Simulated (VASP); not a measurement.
# TiC (Fm-3m) in VASP: notebook, part 2 of 2

VASP 6.6.1. Earlier steps stand in the parts before.

### Step 3. Electron localisation function, PW91 (atoms moved at random, drawn with an rms of 0.02 Å)

INCAR

```
SYSTEM = TiC
PREC = Accurate
ENCUT = 550
EDIFF = 1E-7
ISMEAR = -1
SIGMA = 0.1
LREAL = .FALSE.
LASPH = .TRUE.
NELM = 100
ALGO = Normal
ISIF = 2
LWAVE = .FALSE.
LCHARG = .TRUE.
GGA = 91
LELF = .TRUE.
```

KPOINTS

```
regular mesh
0
G
  11 11 11
  0 0 0
```

POSCAR

```
TiC
1.0
    0.0000000000      2.1657188437      2.1657188437
    2.1657188437      0.0000000000      2.1657188437
    2.1657188437      2.1657188437      0.0000000000
Ti C
1 1
Cartesian
   -0.0033871843     -0.0040997058      0.0047970672
    2.1804652233      2.1720579028      2.1653160200
```

Potentials or basis: VASP PAW PBE potentials, release 64 (Ti_sv_GW, C_GW).

Run with:

```sh
$ cat potpaw_PBE.64/Ti_sv_GW/POTCAR potpaw_PBE.64/C_GW/POTCAR > POTCAR
$ mpirun -np 1 vasp_std > vasp.out
```

OUTCAR:

```text
SYSTEM = TiC
   PREC = Accurate
   ENCUT = 550
   EDIFF = 1E-7
   ISMEAR = -1
   LREAL = .FALSE.
   LASPH = .TRUE.
   NELM = 100
   ISIF = 2
   GGA = 91

 ion  position               nearest neighbor table
   1  0.001  0.001  0.997-   2 2.15   2 2.16   2 2.16   2 2.17   2 2.18   2 2.18
   2  0.498  0.502  0.505-   1 2.15   1 2.16   1 2.16   1 2.17   1 2.18   1 2.18

  LATTYP: Found a face centered cubic cell.
 ALAT       =     4.3314376874

  Lattice vectors:

 A1 = (   0.0000000000,   2.1657188437,   2.1657188437)
 A2 = (   2.1657188437,   0.0000000000,   2.1657188437)
 A3 = (   2.1657188437,   2.1657188437,   0.0000000000)

Analysis of symmetry for initial positions (statically):
=====================================================================
 Subroutine PRICEL returns:
 Original cell was already a primitive cell.

 Routine SETGRP: Setting up the symmetry group for a
 face centered cubic supercell.

 Subroutine GETGRP returns: Found  1 space group operations
 (whereof  1 operations were pure point group operations)
 out of a pool of 48 trial point group operations.

The static configuration has the point symmetry C_1 .

Analysis of symmetry for dynamics (positions and initial velocities):
=====================================================================
 Subroutine PRICEL returns:
 Original cell was already a primitive cell.

 Routine SETGRP: Setting up the symmetry group for a
 face centered cubic supercell.

 Subroutine GETGRP returns: Found  1 space group operations
 (whereof  1 operations were pure point group operations)
 out of a pool of 48 trial point group operations.

The dynamic configuration has the point symmetry C_1 .

 Subroutine INISYM returns: Found  1 space group operations
 (whereof  1 operations are pure point group operations),
 and found     1 'primitive' translations

----------------------------------------------------------------------------------------

                                     Primitive cell

  volume of cell :      20.3159

  direct lattice vectors                    reciprocal lattice vectors
     0.000000000  2.165718844  2.165718844    -0.230870227  0.230870227  0.230870227
     2.165718844  0.000000000  2.165718844     0.230870227 -0.230870227  0.230870227
     2.165718844  2.165718844  0.000000000     0.230870227  0.230870227 -0.230870227

  length of vectors
     3.062788961  3.062788961  3.062788961     0.399878962  0.399878962  0.399878962

  position of ions in fractional coordinates (direct lattice)
     0.000943000  0.001272000  0.997164000
     0.497966000  0.501848000  0.504961000

  ion indices of the primitive-cell ions
   primitive index   ion index
                 1           1
                 2           2

----------------------------------------------------------------------------------------

 KPOINTS: regular mesh

Automatic generation of k-mesh.
 Grid dimensions read from file:
 generate k-points for:   11   11   11

 Generating k-lattice:

  Cartesian coordinates                     Fractional coordinates (reciprocal lattice)
    -0.020988202  0.020988202  0.020988202     0.090909091  0.000000000  0.000000000
     0.020988202 -0.020988202  0.020988202     0.000000000  0.090909091  0.000000000
     0.020988202  0.020988202 -0.020988202     0.000000000  0.000000000  0.090909091

  Length of vectors
     0.036352633  0.036352633  0.036352633

  Shift w.r.t. Gamma in fractional coordinates (k-lattice)
     0.000000000  0.000000000  0.000000000

 Subroutine IBZKPT returns following result:
 ===========================================

 Found    666 irreducible k-points:

 Following reciprocal coordinates:
            Coordinates               Weight
  0.000000  0.000000  0.000000      1.000000
  0.090909  0.000000  0.000000      2.000000
  0.000000  0.090909  0.000000      2.000000
  0.000000  0.000000  0.090909      2.000000
  0.090909  0.090909  0.090909      2.000000
  0.181818  0.000000  0.000000      2.000000
[... 16 lines left out ...]
  0.000000  0.090909  0.090909      2.000000
  0.090909  0.000000  0.090909      2.000000
 [... further k-points ...]
   k-points           NKPTS =    666   k-points in BZ     NKDIM =    666   number of bands    NBANDS=     12
   number of dos      NEDOS =    301   number of ions     NIONS =      2
   total plane-waves  NPLWV =  13824
   dimension x,y,z NGX =    24 NGY =   24 NGZ =   24
   dimension x,y,z NGXF=    48 NGYF=   48 NGZF=   48
   ions per type =               1   1
   NGX,Y,Z   is equivalent  to a cutoff of  13.03, 13.03, 13.03 a.u.
   NGXF,Y,Z  is equivalent  to a cutoff of  26.05, 26.05, 26.05 a.u.
 SYSTEM =  TiC
   PREC   = accura    normal or accurate (medium, high low for compatibility)
   ISTART =      0    job   : 0-new  1-cont  2-samecut
   ICHARG =      2    charge: 1-file 2-atom 10-const
   ISPIN  =      1    spin polarized calculation?
   LNONCOLLINEAR =      F non collinear calculations
   LSORBIT =      F    spin-orbit coupling
   LASPH  =      T    aspherical Exc in radial PAW
   ENCUT  =  550.0 eV  40.42 Ry    6.36 a.u.   5.86  5.86  5.86*2*pi/ulx,y,z
   NELM   =    100;   NELMIN=  2; NELMDL= -5     # of ELM steps
   EDIFF  = 0.1E-06   stopping-criterion for ELM
   LREAL  =      F    real-space projection
   EDIFFG = 0.1E-05   stopping-criterion for IOM
   NSW    =      0    number of steps for IOM
   IBRION =     -1    ionic relax: 0-MD 1-quasi-New 2-CG
   NFREE  =      0    steps in history (QN), initial steepest desc. (CG)
   ISIF   =      2    stress and relaxation
   ISYM   =      2    0-nonsym 1-usesym 2-fastsym
   POTIM  = 0.5000    time-step for ionic-motion
   TEBEG  =    0.0;   TEEND  =   0.0 temperature during run
   PSTRESS=    0.0 pullay stress
   NELECT =      16.0000    total number of electrons
   NUPDOWN=      -1.0000    fix difference up-down
   EMIN   =  10.00;   EMAX   =-10.00  energy-range for DOS
   EFERMI =   0.00;   METHOD = LEGACY
   ISMEAR =    -1;   SIGMA  =   0.10  broadening in eV -4-tet -1-fermi 0-gaus
   EFERMI_NEDOS =   21; number of points for ismear=-14 and -15
   IALGO  =     38    algorithm
   IMIX   =      4    mixing-type and parameters
     AMIX     =   0.40;   BMIX     =  1.00
     AMIX_MAG =   1.60;   BMIX_MAG =  1.00
  volume/ion in A,a.u.               =      10.16        68.55
  Fermi-wavevector in a.u.,A,eV,Ry     =   1.511829  2.856943 31.097854  2.285628
  Thomas-Fermi vector in A             =   2.621834
   LORBIT       =      0    0 simple, 1 ext, 2 COOP (PROOUT), +10 PAW based schemes
   GGA     = 91    functional components
   LHFCALC =     F    Hartree Fock is set to
   AEXX    =    0.0000 exact exchange contribution
   IVDW    =     0    specifies the selected vdW correction
   LEPSILON=     F    determine dielectric tensor
   LRPA    =     F    only Hartree local field effects (RPA)
 non-spin polarized calculation
  energy-cutoff  :      550.00
  volume of cell :       20.32
 maximum number of plane-waves:       609
   NGX = 11   NGY = 11   NGZ = 11

 number of electron      16.0000000 magnetization

 Free energy of the ion-electron system (eV)
  ---------------------------------------------------
  ext. energy  EPLUGINS =         0.00000000
  ---------------------------------------------------
  free energy    TOTEN  =       -20.95997487 eV

  energy without entropy =      -20.94980945  energy(sigma->0) =      -20.95489216

 E-fermi :   9.3406     XC(G=0): -12.7151

 val. band max:        9.2678943106   @ k =   0.4545   0.4545   0.0000
 cond. band min:       9.4597858808   @ k =   0.0000   0.0000   0.0909
 fundamental gap:      0.1918915702
 Fermi energy:         9.3405766071

 k-point     1 :       0.0000    0.0000    0.0000
  band No.  band energies     occupation
      1     -47.0808      2.00000
      2     -23.2243      2.00000
      3     -23.2242      2.00000
      4     -23.2241      2.00000
      5      -3.0373      2.00000
      6       9.9888      0.00306
      7       9.9955      0.00286
      8      10.0084      0.00251
      9      10.8403      0.00000
     10      10.9351      0.00000
     11      11.0087      0.00000
     12      11.1299      0.00000
[... 331 lines left out ...]
 k-point    24 :       0.0909    0.0000    0.0909
  band No.  band energies     occupation
      1     -47.0729      2.00000
      2     -23.2613      2.00000
      3     -23.2370      2.00000
      4     -23.2369      2.00000
      5      -2.7935      2.00000
      6       8.7730      1.99316
      7       9.5089      0.31334
      8       9.5275      0.26725
      9       9.7932      0.02141
     10      11.0761      0.00000
     11      11.6800      0.00000
     12      11.6972      0.00000

 [... further k-points ...]
[... 5 lines left out ...]
  --------------------------------------------------------------------------------------
  -------------------------------------------------------------------------------------
  Total       -0.0823141     -0.0902556     -0.0932414     -0.0038513      0.0011070      0.0019188
  in kB       -6.4915512     -7.1178427     -7.3533128     -0.3037277      0.0873004      0.1513244
  external PRESSURE =      -6.9875689 kB  Pullay stress =       0.0000000 kB

 VOLUME and BASIS-vectors are now :
 -----------------------------------------------------------------------------
  energy-cutoff  :      550.00
  volume of cell :       20.32
      direct lattice vectors                 reciprocal lattice vectors
     0.000000000  2.165718844  2.165718844    -0.230870227  0.230870227  0.230870227
     2.165718844  0.000000000  2.165718844     0.230870227 -0.230870227  0.230870227
     2.165718844  2.165718844  0.000000000     0.230870227  0.230870227 -0.230870227

 POSITION                                       TOTAL-FORCE (eV/Angst)
 -----------------------------------------------------------------------------------
      2.16233      2.16162      0.00480         0.166120      0.095656     -0.047665
      2.18047      2.17206      2.16532        -0.166120     -0.095656      0.047665
 -----------------------------------------------------------------------------------
    total drift:                               -0.000294     -0.000039     -0.000150

  FREE ENERGIE OF THE ION-ELECTRON SYSTEM (eV)
  ---------------------------------------------------
  free  energy   TOTEN  =       -20.9599748665 eV

  energy  without entropy=      -20.9498094488  energy(sigma->0) =      -20.95489216
```

OSZICAR:

```text
N       E                     dE             d eps       ncg     rms          rms(c)
DAV:   1     0.131921870987E+03    0.13192E+03   -0.93930E+03 21268   0.167E+03
DAV:   2    -0.162866457560E+02   -0.14821E+03   -0.13392E+03 24652   0.638E+02
DAV:   3    -0.288267593591E+02   -0.12540E+02   -0.11872E+02 27140   0.186E+02
DAV:   4    -0.291546240211E+02   -0.32786E+00   -0.32286E+00 25252   0.224E+01
DAV:   5    -0.291653103133E+02   -0.10686E-01   -0.10628E-01 24264   0.336E+00    0.155E+01
DAV:   6    -0.217634028129E+02    0.74019E+01   -0.42562E+01 31900   0.108E+02    0.730E+00
DAV:   7    -0.210670395713E+02    0.69636E+00   -0.46130E+00 31924   0.523E+01    0.224E+00
DAV:   8    -0.209983914016E+02    0.68648E-01   -0.12198E-01 31900   0.688E+00    0.155E+00
DAV:   9    -0.209681856108E+02    0.30206E-01   -0.23726E-01 31892   0.950E+00    0.591E-01
DAV:  10    -0.209625928815E+02    0.55927E-02   -0.84859E-03 30948   0.268E+00    0.304E-01
DAV:  11    -0.209602496218E+02    0.23433E-02   -0.16546E-02 31780   0.327E+00    0.110E-01
DAV:  12    -0.209600045465E+02    0.24508E-03   -0.60321E-04 31428   0.644E-01    0.341E-02
DAV:  13    -0.209599751760E+02    0.29370E-04   -0.10284E-04 31080   0.233E-01    0.500E-03
DAV:  14    -0.209599748704E+02    0.30557E-06   -0.26736E-06 30120   0.354E-02    0.714E-04
DAV:  15    -0.209599748665E+02    0.39629E-08   -0.52332E-08 14344   0.471E-03
   1 F= -.20959975E+02 E0= -.20954892E+02  d E =-.101654E-01
```

Run time: 2.6 min. Hardware: 1 thread of AMD EPYC 9R45 (Zen 5), shared host; peak memory 0.36 GiB.

What came out:

```
Free energy            : -20.9600 eV
Pressure               : -0.7 GPa
Largest force          : 0.198 eV/Å
Band gap on the k mesh : none (metal or under the smearing width)
```

Forces on the atoms (eV/Å):
```
Ti   0.166  0.096 -0.048
C   -0.166 -0.096  0.048
```

Caveat: the PAW data sets were made with another functional, which shifts forces and pressure a little.

### Step 4. The reference run

An earlier run on the cell as given: functional PBEsol; potentials or basis VASP PAW PBE potentials, release 64 (Ti_sv, C); cutoff 520 eV; k mesh 11 × 11 × 11; occupations fermi-dirac, width 0.05 eV; no spin polarisation.

- Pressure: -6.5 GPa
- Band gap on the k mesh: none (metal or under the smearing width)

### Step 5. Overview

```tsv
task	level	potentials or basis	cell	k mesh	cutoff (eV)	smearing	atoms held fixed (from 0)	ladder	other keys	gap on the mesh (eV)	pressure (GPa)
relaxation of the atoms	AM05+D4	VASP PAW PBE potentials, release 64 (Ti_sv_GW, C_GW)	atoms relaxed from: atoms moved at random, drawn with an rms of 0.1 Å	9 × 9 × 9	600	gaussian 0.05 eV	[0]	-	k = 9 × 9 × 9; NBANDS = 12	none	-11.3
electron localisation function	PW91	VASP PAW PBE potentials, release 64 (Ti_sv_GW, C_GW)	atoms moved at random, drawn with an rms of 0.02 Å	11 × 11 × 11	550	fermi-dirac 0.1 eV	-	-	-	none	-0.7
single point	PBEsol	VASP PAW PBE potentials, release 64 (Ti_sv, C)	as given	11 × 11 × 11	520	fermi-dirac 0.05 eV	-	free	-	none	-6.5
```

Alike in all rows: no spin polarisation.

Caveats: the PAW data sets were made with another functional, which shifts forces and pressure a little; pairwise dispersion overbinds metals, which lowers pressure and volume (some runs).

Absolute energies hang on the potentials; compare differences alone.
